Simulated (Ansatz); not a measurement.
The system is Cs2AgBiBr6.

```
CELL_PARAMETERS angstrom
0.00000 5.61610 5.61610
5.61610 0.00000 5.61610
5.61610 5.61610 0.00000
ATOMIC_POSITIONS crystal
Bi 0.00000 0.00000 0.00000
Cs 0.75000 0.75000 0.75000
Cs 0.25000 0.25000 0.25000
Ag 0.50000 0.50000 0.50000
Br 0.74945 0.74945 0.25055
Br 0.25055 0.25055 0.74945
Br 0.74945 0.25055 0.25055
Br 0.74945 0.25055 0.74945
Br 0.25055 0.74945 0.74945
Br 0.25055 0.74945 0.25055
```

Program: Ansatz 0.2.0. Alike in all runs: task band structure; potentials or basis Ansatz PAW; no spin polarisation; cell as given; k mesh 4 × 4 × 4; smearing fermi-dirac 0.05 eV.

**Question.** Order these runs on this cell by their band gap on the k mesh, lowest first.
A. level LDA; cutoff (eV) 420
B. level r2SCAN; cutoff (eV) 500
C. level revPBE; cutoff (eV) 420

**Answer.** A (1.10 eV), C (1.32 eV), B (1.67 eV).

Caveats: spin-orbit coupling is left out, which as a rule narrows the gap of such compounds by several tenths of an eV.

Runs at the PBE level aren't shown here.
